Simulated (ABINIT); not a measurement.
# BN (P6_3/mmc) in ABINIT: notebook

One crystal, BN, is run at these levels: PBE, PBEsol, LDA; tasks: single point.

All numbers are computed with ABINIT 10.8.3 (patched build); they aren't measurements. Logs are shortened: lines on timing, memory, paths and dates and some standing lists are left out, and cuts for length are marked. The log counts tension as positive stress, the text compression.

**1. The crystal as given**

It takes space group P6_3/mmc (No. 194, hexagonal). Conventional cell: a = 2.498 Å, b = 2.498 Å, c = 6.636 Å, α = 90.00°, β = 90.00°, γ = 120.00°. N (site symmetry -6m2) has 3 B at 1.44 Å as nearest neighbours. B (site symmetry -6m2) is surrounded by 3 N at 1.44 Å.

**2. Single point, PBE**

run.abi

```
# Pseudopotentials
pp_dirpath "./"
pseudos "N.upf, B.upf"

# Structure
acell 3*1.0
rprim
     4.7209893936     0.0000000000     0.0000000000
    -2.3604946968     4.0884967459     0.0000000000
     0.0000000000     0.0000000000    12.5396556452
ntypat 2
znucl 7 5
natom 4
typat 1 1 2 2
xred
     0.6666666667     0.3333333333     0.2500000000
     0.3333333333     0.6666666667     0.7500000000
     0.6666666667     0.3333333333     0.7500000000
     0.3333333333     0.6666666667     0.2500000000

# Plane-wave basis
ecut 42.0

# k points
kptopt 1
ngkpt 9 9 3
nshiftk 1
shiftk 0.0 0.0 0.0

# Exchange and correlation
ixc 11

# Bands and occupations
nband 12
occopt 3
tsmear 0.00183747

# SCF cycle
nstep 100
tolvrs 1.0e-10

# Output
iomode 3
prtwf 0
prtden 0
prteig 0
prtebands 0
enunit 1
```

Potentials or basis: PseudoDojo NC SR PBE v0.4.1 standard.

Launch:

```sh
$ abinit run.abi > log 2>&1
```

run.abo:

```text
.Version 10.8.3 of ABINIT
 Symmetries : space group P6_3/m m c (#194); Bravais hP (primitive hexag.)
================================================================================
 Values of the parameters that define the memory need of the present run
     intxc =       0    ionmov =       0      iscf =       7    lmnmax =       4
     lnmax =       4     mgfft =      75  mpssoang =       2    mqgrid =    3659
     natom =       4  nloc_mem =       1    nspden =       1   nspinor =       1
    nsppol =       1      nsym =      24    n1xccc =    2501    ntypat =       2
    occopt =       3   xclevel =       2
       mpw =        3171          nfft =       67500          nkpt =          24
================================================================================
================================================================================

--------------------------------------------------------------------------------
------------- Echo of variables that govern the present computation ------------
--------------------------------------------------------------------------------
 -outvars: echo values of preprocessed input variables --------
            acell      1.0000000000E+00  1.0000000000E+00  1.0000000000E+00 Bohr
              amu      1.40067400E+01  1.08110000E+01
             ecut      4.20000000E+01 Hartree
           enunit           1
              ixc          11
         kptrlatt        9    0    0      0    9    0      0    0    3
          kptrlen      3.76189669E+01
            natom           4
            nband          12
            ngfft          30      30      75
             nkpt          24
            nstep         100
             nsym          24
           ntypat           2
           occopt           3
           prtden           0
        prtebands           0
           prteig           0
            prtwf           0
            rprim      4.7209893936E+00  0.0000000000E+00  0.0000000000E+00
                      -2.3604946968E+00  4.0884967459E+00  0.0000000000E+00
                       0.0000000000E+00  0.0000000000E+00  1.2539655645E+01
          spgroup         194
           tolvrs      1.00000000E-10
           tsmear      1.83747000E-03 Hartree
            typat      1  1  2  2
           xangst      1.2491199992E+00  7.2117976777E-01  1.6589249989E+00
                      -2.4844460560E-16  1.4423595355E+00  4.9767749966E+00
                       1.2491199992E+00  7.2117976777E-01  4.9767749966E+00
                      -2.4844460560E-16  1.4423595355E+00  1.6589249989E+00
            xcart      2.3604946968E+00  1.3628322486E+00  3.1349139113E+00
                      -4.6949226205E-16  2.7256644973E+00  9.4047417339E+00
                       2.3604946968E+00  1.3628322486E+00  9.4047417339E+00
                      -4.6949226205E-16  2.7256644973E+00  3.1349139113E+00
             xred      6.6666666667E-01  3.3333333333E-01  2.5000000000E-01
                       3.3333333333E-01  6.6666666667E-01  7.5000000000E-01
                       6.6666666667E-01  3.3333333333E-01  7.5000000000E-01
                       3.3333333333E-01  6.6666666667E-01  2.5000000000E-01
            znucl        7.00000    5.00000

================================================================================

 chkinp: Checking input parameters for consistency.

================================================================================
== DATASET  1 ==================================================================

--- !DatasetInfo
iteration_state: {dtset: 1, }
dimensions: {natom: 4, nkpt: 24, mband: 12, nsppol: 1, nspinor: 1, nspden: 1, mpw: 3171, }
cutoff_energies: {ecut:  42.0, pawecutdg:  -1.0, }
electrons: {nelect:   1.60000000E+01, charge:   0.00000000E+00, occopt:   3.00000000E+00, tsmear:   1.83747000E-03, }
meta: {optdriver: 0, ionmov: 0, optcell: 0, iscf: 7, paral_kgb: 0, }
...

 Exchange-correlation functional for the present dataset will be:
  GGA: Perdew-Burke-Ernzerhof functional - ixc=11
  J.P.Perdew, K.Burke, M.Ernzerhof, PRL 77, 3865 (1996)

 Real(R)+Recip(G) space primitive vectors, cartesian coordinates (Bohr,Bohr^-1):
 R(1)=  4.7209894  0.0000000  0.0000000  G(1)=  0.2118200  0.1222943  0.0000000
 R(2)= -2.3604947  4.0884967  0.0000000  G(2)=  0.0000000  0.2445887  0.0000000
 R(3)=  0.0000000  0.0000000 12.5396556  G(3)=  0.0000000  0.0000000  0.0797470
 Unit cell volume ucvol=  2.4203730E+02 bohr^3
 Angles (23,13,12)=  9.00000000E+01  9.00000000E+01  1.20000000E+02 degrees

 getcut: wavevector=  0.0000  0.0000  0.0000  ngfft=  30  30  75
         ecut(hartree)=     42.000   => boxcut(ratio)=   2.02282

--- Pseudopotential description ------------------------------------------------
- pspini: atom type   1  psp file is ./N.upf
12 -101130 1 -1 1058                          pspcod,pspxc,lmax,lloc,mmax
     nproj     2     2

- pspini: atom type   2  psp file is ./B.upf
12 -101130 1 -1 1534                          pspcod,pspxc,lmax,lloc,mmax
     nproj     2     2

   2.75143196E+02                                ecore*ucvol(ha*bohr**3)
--------------------------------------------------------------------------------

================================================================================

--- !BeginCycle
iteration_state: {dtset: 1, }
solver: {iscf: 7, nstep: 100, nline: 4, wfoptalg: 0, }
tolerances: {tolvrs: 1.00E-10, }
...

     iter   Etot(hartree)      deltaE(h)  residm     vres2
 ETOT  1  -26.648108886137    -2.665E+01 6.806E-02 7.815E+02
 ETOT  2  -26.717267263338    -6.916E-02 1.932E-02 3.063E+02
 ETOT  3  -26.812092889966    -9.483E-02 2.766E-02 1.541E+01
 ETOT  4  -26.814759263689    -2.666E-03 4.718E-03 3.561E-01
 ETOT  5  -26.814774832622    -1.557E-05 2.636E-03 8.766E-03
 ETOT  6  -26.814775173630    -3.410E-07 1.638E-03 5.294E-05
 ETOT  7  -26.814775177208    -3.578E-09 1.006E-03 1.912E-06
 ETOT  8  -26.814775177465    -2.569E-10 5.570E-04 3.483E-08
 ETOT  9  -26.814775177466    -1.606E-12 3.173E-04 2.982E-10
 ETOT 10  -26.814775177466     1.243E-13 1.713E-04 4.531E-12

 At SCF step   10       vres2   =  4.53E-12 < tolvrs=  1.00E-10 =>converged.

 Cartesian components of stress tensor (hartree/bohr^3)
  sigma(1 1)= -1.91596737E-04  sigma(3 2)=  0.00000000E+00
  sigma(2 2)= -1.91596737E-04  sigma(3 1)=  0.00000000E+00
  sigma(3 3)= -1.01166074E-04  sigma(2 1)=  0.00000000E+00

--- !ResultsGS
iteration_state: {dtset: 1, }
comment   : Summary of ground state results
lattice_vectors:
- [  4.7209894,   0.0000000,   0.0000000, ]
- [ -2.3604947,   4.0884967,   0.0000000, ]
- [  0.0000000,   0.0000000,  12.5396556, ]
lattice_lengths: [   4.72099,    4.72099,   12.53966, ]
lattice_angles: [ 90.000,  90.000, 120.000, ] # degrees, (23, 13, 12)
lattice_volume:   2.4203730E+02
convergence: {deltae:  1.243E-13, res2:  4.531E-12, residm:  1.713E-04, diffor: null, }
etotal    :  -2.68147752E+01
entropy   :   0.00000000E+00
fermie    :   1.78351542E-01
cartesian_stress_tensor: # hartree/bohr^3
- [ -1.91596737E-04,   0.00000000E+00,   0.00000000E+00, ]
- [  0.00000000E+00,  -1.91596737E-04,   0.00000000E+00, ]
- [  0.00000000E+00,   0.00000000E+00,  -1.01166074E-04, ]
pressure_GPa:   4.7501E+00
xred      :
- [  6.6667E-01,   3.3333E-01,   2.5000E-01,  N]
- [  3.3333E-01,   6.6667E-01,   7.5000E-01,  N]
- [  6.6667E-01,   3.3333E-01,   7.5000E-01,  B]
- [  3.3333E-01,   6.6667E-01,   2.5000E-01,  B]
cartesian_forces: # hartree/bohr
- [ -0.00000000E+00,  -3.29295263E-28,  -0.00000000E+00, ]
- [ -0.00000000E+00,   1.97577158E-28,  -0.00000000E+00, ]
- [ -2.28142451E-28,   3.29295263E-28,  -0.00000000E+00, ]
- [  2.28142451E-28,  -1.97577158E-28,  -0.00000000E+00, ]
force_length_stats: {min:   1.97577158E-28, max:   4.00604978E-28, mean:   3.07320373E-28, }
...

 Integrated electronic density in atomic spheres:
 ------------------------------------------------
 Atom  Sphere_radius  Integrated_density
    1        2.00000          5.78926387
    2        2.00000          5.78926387
    3        2.00000          3.55117428
    4        2.00000          3.55117428
================================================================================

 ----iterations are completed or convergence reached----

 Mean square residual over all n,k,spin=   16.186E-07; max=  17.132E-05
 reduced coordinates (array xred) for    4 atoms
       0.666666666667      0.333333333333      0.250000000000
       0.333333333333      0.666666666667      0.750000000000
       0.666666666667      0.333333333333      0.750000000000
       0.333333333333      0.666666666667      0.250000000000
 rms dE/dt=  9.3276E-28; max dE/dt=  1.6156E-27; dE/dt below (all hartree)
    1       0.000000000000      0.000000000000      0.000000000000
    2       0.000000000000     -0.000000000000      0.000000000000
    3       0.000000000000     -0.000000000000      0.000000000000
    4      -0.000000000000      0.000000000000      0.000000000000

 cartesian coordinates (angstrom) at end:
    1      1.24911999915653     0.72117976777119     1.65892499887731
    2     -0.00000000000000     1.44235953554239     4.97677499663194
    3      1.24911999915653     0.72117976777119     4.97677499663194
    4     -0.00000000000000     1.44235953554239     1.65892499887731

 cartesian forces (hartree/bohr) at end:
    1     -0.00000000000000    -0.00000000000000    -0.00000000000000
    2     -0.00000000000000     0.00000000000000    -0.00000000000000
    3     -0.00000000000000     0.00000000000000    -0.00000000000000
    4      0.00000000000000    -0.00000000000000    -0.00000000000000
 frms,max,avg= 1.8235546E-28 3.2929526E-28   0.000E+00  0.000E+00  0.000E+00 h/b

 cartesian forces (eV/Angstrom) at end:
    1     -0.00000000000000    -0.00000000000000    -0.00000000000000
    2     -0.00000000000000     0.00000000000000    -0.00000000000000
    3     -0.00000000000000     0.00000000000000    -0.00000000000000
    4      0.00000000000000    -0.00000000000000    -0.00000000000000
 frms,max,avg= 9.3770947E-27 1.6933043E-26   0.000E+00  0.000E+00  0.000E+00 e/A
 length scales=  1.000000000000  1.000000000000  1.000000000000 bohr
              =  0.529177210544  0.529177210544  0.529177210544 angstroms
 Fermi (or HOMO) energy (eV) =   4.85319   Average Vxc (eV)= -10.14444
 Eigenvalues (   eV  ) for nkpt=  24  k points:
 kpt#   1, nband= 12, wtk=  0.00412, kpt=  0.0000  0.0000  0.0000 (reduced coord)
 -14.97669  -14.68113   -3.39845   -1.27647    1.51159    1.51159    1.54827    1.54827
   8.14552   13.17778   14.58775   14.66671
 prteigrs : prtvol=0 or 1, do not print more k-points.

--- !EnergyTerms
iteration_state     : {dtset: 1, }
comment             : Components of total free energy in Hartree
kinetic             :  1.87715352964774E+01
hartree             :  8.20769906358212E+00
xc                  : -8.68385812362162E+00
Ewald energy        : -1.83721330742730E+01
psp_core            :  1.13678016012001E+00
local_psp           : -2.57271854750635E+01
non_local_psp       : -2.14761302468754E+00
internal            : -2.68147751774662E+01
'-kT*entropy'       :  1.25327346604708E-15
total_energy        : -2.68147751774662E+01
total_energy_eV     : -7.29667204453177E+02
band_energy         : -2.52133530428455E+00
...

 Cartesian components of stress tensor (hartree/bohr^3)
  sigma(1 1)= -1.91596737E-04  sigma(3 2)=  0.00000000E+00
  sigma(2 2)= -1.91596737E-04  sigma(3 1)=  0.00000000E+00
  sigma(3 3)= -1.01166074E-04  sigma(2 1)=  0.00000000E+00

-Cartesian components of stress tensor (GPa)         [Pressure=  4.7501E+00 GPa]
- sigma(1 1)= -5.63697061E+00  sigma(3 2)=  0.00000000E+00
- sigma(2 2)= -5.63697062E+00  sigma(3 1)=  0.00000000E+00
- sigma(3 3)= -2.97640867E+00  sigma(2 1)=  0.00000000E+00

== END DATASET(S) ==============================================================
================================================================================

 -outvars: echo values of variables after computation  --------
            acell      1.0000000000E+00  1.0000000000E+00  1.0000000000E+00 Bohr
           etotal     -2.6814775177E+01
            fcart     -0.0000000000E+00 -3.2929526309E-28 -0.0000000000E+00
                      -0.0000000000E+00  1.9757715785E-28 -0.0000000000E+00
                      -2.2814245055E-28  3.2929526309E-28 -0.0000000000E+00
                       2.2814245055E-28 -1.9757715785E-28 -0.0000000000E+00
            rprim      4.7209893936E+00  0.0000000000E+00  0.0000000000E+00
                      -2.3604946968E+00  4.0884967459E+00  0.0000000000E+00
                       0.0000000000E+00  0.0000000000E+00  1.2539655645E+01
           strten     -1.9159673686E-04 -1.9159673696E-04 -1.0116607438E-04
                       0.0000000000E+00  0.0000000000E+00  0.0000000000E+00
           xangst      1.2491199992E+00  7.2117976777E-01  1.6589249989E+00
                      -2.4844460560E-16  1.4423595355E+00  4.9767749966E+00
                       1.2491199992E+00  7.2117976777E-01  4.9767749966E+00
                      -2.4844460560E-16  1.4423595355E+00  1.6589249989E+00
             xred      6.6666666667E-01  3.3333333333E-01  2.5000000000E-01
                       3.3333333333E-01  6.6666666667E-01  7.5000000000E-01
                       6.6666666667E-01  3.3333333333E-01  7.5000000000E-01
                       3.3333333333E-01  6.6666666667E-01  2.5000000000E-01
 Calculation completed.
```

Wall time 26 s (1 thread of Arm Neoverse V1, shared host); peak memory 0.08 GiB.

What came out:

```yaml
Free_energy: -729.6672 eV
Pressure: 4.8 GPa
Band_gap_on_the_k_mesh: 4.46 eV, indirect (least direct gap 4.74 eV)
All_electrons_inside_the_program's_atomic_spheres: N 5.79; B 3.55
```

Levels at points of the mesh, in eV from the valence-band top:
```csv
k point,band 5,band 6,band 7,band 8,band 9,band 10,band 11,band 12
"(0.00, 0.00, 0.00)",-1.31,-1.31,-1.28,-1.28,5.32,10.35,11.76,11.84
```

Caveat: an odd mesh through Γ misses points on the zone boundary, where band edges often lie; this functional lacks dispersion, which binds the layers, so the pressure and a relaxed spacing across them are unreliable. As with any semilocal functional, this PBE gap is likely too small.

**3. Single point, PBEsol**

run.abi

```
pp_dirpath "./"
pseudos "N.upf, B.upf"

acell 2.49824 2.49824 6.6357 Angstrom
rprim
     1.0000000000     0.0000000000     0.0000000000
    -0.5000000000     0.8660254038     0.0000000000
     0.0000000000     0.0000000000     1.0000000000
ntypat 2
znucl 7 5
natom 4
typat 1 1 2 2
xcart
     1.2491200001     0.7211797682     1.6589250000
    -0.0000000001     1.4423595366     4.9767750000
     1.2491200001     0.7211797682     4.9767750000
    -0.0000000001     1.4423595366     1.6589250000 Angstrom

ecut 36.0

kptopt 1
ngkpt 9 9 3
nshiftk 1
shiftk 0.0 0.0 0.0

ixc -116133

nband 12
occopt 3
tsmear 0.05 eV

nstep 100
tolvrs 1.0e-10

iomode 3
prtwf 0
prtden 0
prteig 0
prtebands 0
```

Potentials or basis: PseudoDojo NC SR PBEsol v0.4.1 standard.

Launch:

```sh
$ abinit run.abi > log 2>&1
```

It took 17 s on 1 thread of Arm Neoverse V2, shared host; peak memory 0.07 GiB.

It converged, with:

```
Free energy                                       : -727.6006 eV
Pressure                                          : 2.0 GPa
Band gap on the k mesh                            : 4.36 eV, indirect (least direct gap 4.64 eV)
All electrons inside the program's atomic spheres : N 5.77; B 3.54
```

Stress tensor (GPa, compression positive):
```
2.78 0.00 0.00
0.00 2.78 0.00
0.00 0.00 0.39
```

Levels at points of the mesh, in eV from the valence-band top:
```
           k point  band 4  band 5  band 6  band 7  band 8  band 9  band 10  band 11  band 12
(0.00, 0.00, 0.00)   -4.13   -1.28   -1.28   -1.24   -1.24    5.11    10.22    11.70    11.71
```

Caveat: the cutoff is short for stress, so the pressure is rough; an odd mesh through Γ misses points on the zone boundary, where band edges often lie; this functional lacks dispersion, which binds the layers, so the pressure and a relaxed spacing across them are unreliable.

[end of part 1 of 2]
